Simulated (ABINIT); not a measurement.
# InP (F-43m) in ABINIT: settings compared, part 2 of 2

ABINIT 10.8.3 (patched build). Earlier steps stand in the parts before.

## Step 3: Equation of state, PBE+D3(BJ)

The input, run.abi:

```
# Datasets: one volume each
ndtset 7
getwfk -1
scalecart1 3*0.9795861087
scalecart2 3*0.9864848297
scalecart3 3*0.9932883884
scalecart4 3*1.0000000000
scalecart5 3*1.0066227096
scalecart6 3*1.0131594038
scalecart7 3*1.0196128224

# Pseudopotentials
pp_dirpath "./"
pseudos "In.GGA_PBE-JTH.xml, P.GGA_PBE-JTH.xml"

# Structure
acell 3*1.0
rprim
     0.0000000000     5.5378424082     5.5378424082
     5.5378424082     0.0000000000     5.5378424082
     5.5378424082     5.5378424082     0.0000000000
ntypat 2
znucl 49 15
natom 2
typat 1 2
xred
     0.0000000000     0.0000000000     0.0000000000
     0.7500000000     0.7500000000     0.7500000000

# Plane-wave basis
ecut 20.0
pawecutdg 40.0

# k points
kptopt 1
ngkpt 8 8 8
nshiftk 1
shiftk 0.0 0.0 0.0

# Exchange and correlation
ixc 11
vdw_xc 7

# Bands and occupations
nband 13
occopt 3
tsmear 0.00183747

# SCF cycle
nstep 100
tolvrs 1.0e-9

# Output
iomode 3
prtwf 1
prtden 0
prteig 0
prtebands 0
```

Potentials or basis: JTH PAW PBE v2.0.

The run is started by

```console
abinit run.abi > log 2>&1
```

run.abo:

```text
.Version 10.8.3 of ABINIT
 DATASET    1 : space group F-4 3 m (#216); Bravais cF (face-center cubic)
================================================================================
 Values of the parameters that define the memory need for DATASET  1.
     intxc =       0    ionmov =       0      iscf =      17    lmnmax =      18
     lnmax =       6     mgfft =      32  mpssoang =       3    mqgrid =    3001
     natom =       2  nloc_mem =       2    nspden =       1   nspinor =       1
    nsppol =       1      nsym =      24    n1xccc =       1    ntypat =       2
    occopt =       3   xclevel =       2
       mpw =        1384          nfft =       32768          nkpt =          29
 PAW method is used; the additional fine FFT grid is defined by:
   mgfftf=        45    nfftf =     91125
================================================================================
================================================================================
[... 71 lines left out ...]
 DATASET    7 : space group F-4 3 m (#216); Bravais cF (face-center cubic)
================================================================================
 Values of the parameters that define the memory need for DATASET  7.
     intxc =       0    ionmov =       0      iscf =      17    lmnmax =      18
     lnmax =       6     mgfft =      36  mpssoang =       3    mqgrid =    3001
     natom =       2  nloc_mem =       2    nspden =       1   nspinor =       1
    nsppol =       1      nsym =      24    n1xccc =       1    ntypat =       2
    occopt =       3   xclevel =       2
       mpw =        1556          nfft =       46656          nkpt =          29
 PAW method is used; the additional fine FFT grid is defined by:
   mgfftf=        48    nfftf =    110592
================================================================================
================================================================================

--------------------------------------------------------------------------------
------------- Echo of variables that govern the present computation ------------
--------------------------------------------------------------------------------
 -outvars: echo values of preprocessed input variables --------
            acell      1.0000000000E+00  1.0000000000E+00  1.0000000000E+00 Bohr
              amu      1.14820000E+02  3.09737620E+01
             ecut      2.00000000E+01 Hartree
           getwfk          -1
[... 1266 lines left out ...]

 getcut : COMMENT -
  Note that boxcut > 2.2 ; recall that boxcut=Gcut(box)/Gcut(sphere) = 2
  is sufficient for exact treatment of convolution.
  Such a large boxcut is a waste : you could raise ecut
  e.g. ecut=   25.074542 Hartrees makes boxcut=2

 Fine grid specifications (used for densities):

 getcut: wavevector=  0.0000  0.0000  0.0000  ngfft=  48  48  48
         ecut(hartree)=     40.000   => boxcut(ratio)=   2.11133
--------------------------------------------------------------------------------
[... 146 lines left out ...]
-Cartesian components of stress tensor (GPa)         [Pressure= -2.8847E+00 GPa]
- sigma(1 1)=  2.88468005E+00  sigma(3 2)=  0.00000000E+00
- sigma(2 2)=  2.88468005E+00  sigma(3 1)=  0.00000000E+00
- sigma(3 3)=  2.88468005E+00  sigma(2 1)=  0.00000000E+00

== END DATASET(S) ==============================================================
================================================================================

 -outvars: echo values of variables after computation  --------
            acell      1.0000000000E+00  1.0000000000E+00  1.0000000000E+00 Bohr
           etotal1    -6.4741946137E+01
           etotal2    -6.4743156681E+01
           etotal3    -6.4743952001E+01
           etotal4    -6.4744385470E+01
           etotal5    -6.4744508832E+01
           etotal6    -6.4744328010E+01
           etotal7    -6.4743892241E+01
            fcart1    -1.2408975685E-28  3.7226927055E-28 -1.2408975685E-28
                       1.2408975685E-28 -3.7226927055E-28  1.2408975685E-28
            fcart2    -6.1610983962E-30  1.5402745990E-30  6.1610983962E-30
                       6.1610983962E-30 -1.5402745990E-30 -6.1610983962E-30
            fcart3     6.1188977674E-30  7.2661910987E-30 -1.8356693302E-29
                      -6.1188977674E-30 -7.2661910987E-30  1.8356693302E-29
            fcart4    -6.0778301021E-30 -6.0778301021E-30  1.8233490306E-29
                       6.0778301021E-30  6.0778301021E-30 -1.8233490306E-29
            fcart5     3.0189216099E-30 -8.3791907022E-47 -3.0189216099E-30
                      -3.0189216099E-30  8.3791907022E-47  3.0189216099E-30
[... 38 lines left out ...]
                       0.0000000000E+00  0.0000000000E+00  0.0000000000E+00
           xangst1     0.0000000000E+00  0.0000000000E+00  0.0000000000E+00
                       4.3060156344E+00  4.3060156344E+00  4.3060156344E+00
           xangst2     0.0000000000E+00  0.0000000000E+00  0.0000000000E+00
                       4.3363406872E+00  4.3363406872E+00  4.3363406872E+00
           xangst3     0.0000000000E+00  0.0000000000E+00  0.0000000000E+00
                       4.3662474303E+00  4.3662474303E+00  4.3662474303E+00
           xangst4     0.0000000000E+00  0.0000000000E+00  0.0000000000E+00
                       4.3957499970E+00  4.3957499970E+00  4.3957499970E+00
           xangst5     0.0000000000E+00  0.0000000000E+00  0.0000000000E+00
                       4.4248617727E+00  4.4248617727E+00  4.4248617727E+00
           xangst6     0.0000000000E+00  0.0000000000E+00  0.0000000000E+00
                       4.4535954462E+00  4.4535954462E+00  4.4535954462E+00
           xangst7     0.0000000000E+00  0.0000000000E+00  0.0000000000E+00
                       4.4819630610E+00  4.4819630610E+00  4.4819630610E+00
             xred      0.0000000000E+00  0.0000000000E+00  0.0000000000E+00
                       7.5000000000E-01  7.5000000000E-01  7.5000000000E-01
 Calculation completed.
```

It took 1.8 min on 1 thread of Arm Neoverse V1, shared host; peak memory 0.16 GiB.

Results:

```
Equilibrium volume                      : 25.61 Å³/atom
Bulk modulus                            : 65 GPa
Pressure derivative of the bulk modulus : 4.7 (rough: it moves with the points fitted)
```

Energy against volume, from the lowest point:
```tsv
volume (Å³/atom)	energy (meV/atom)
23.657	34.87
24.160	18.40
24.663	7.58
25.167	1.68
25.670	0.00
26.173	2.46
26.677	8.39
```

Caveat: the cutoff is too short for stress, so the log's stress isn't used; pressures at fixed basis lie under the slope of the energies.

## Step 4: Comparison with measurements

Step 2. Measured gap of InP: 1.4236 eV (direct; 1.6 K; a printed reference work, data compilation). This calculation gives 0.56 eV (-0.86 eV). Spin-orbit coupling on In is left out. The value is that of WC, without temperature or zero-point motion. Semilocal functionals fall short of measured gaps as a rule.

Step 3. A measured bulk modulus of InP is 71 GPa (a printed reference work, data compilation); the calculated 65 GPa misses it by -8.9 %. The fit is for a static lattice scaled at fixed shape and fixed fractional positions.
